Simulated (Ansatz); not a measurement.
**ZrB₂: computed properties**

Level of theory: DFT PBE, scalar-relativistic, plane waves, PAW in Ansatz 0.2.0.

Cutoff 420 eV; k points 18×18×14 on the computed 3-atom cell (Γ-centred); Gaussian smearing, width 0.10 eV; no spin polarisation.

The structure is relaxed at this level of theory with its symmetry kept, and needn't be the ground state of this composition.

```xyz
3
Lattice="3.1716 0.0000 0.0000 -1.5858 2.7467 0.0000 0.0000 0.0000 3.5408" Properties=species:S:1:pos:R:3 pbc="T T T"
Zr    0.0000    0.0000    0.0000
B     0.0000    1.8311    1.7704
B     1.5858    0.9156    1.7704
```

```json
{
 "Space group": "P6/mmm (No. 191)",
 "Volume per atom": "10.28 Å³",
 "Formation energy from the elements' standard states (uncorrected)": "-1.019 eV/atom",
 "Kohn–Sham band gap": "none (metal)",
 "Density of states at the Fermi level": "0.2 states/eV per cell",
 "Orbital (Löwdin) character within 0.5 eV of the Fermi level": "Zr 4d 73 %, B 2p 25 %",
 "Bader charge by site (e)": "Zr (1 in the cell) 1.56, B (2 in the cell) -0.78"
}
```

It was relaxed from a cell as deposited in COD. Löwdin shares on free-atom orbitals overweight diffuse shells.
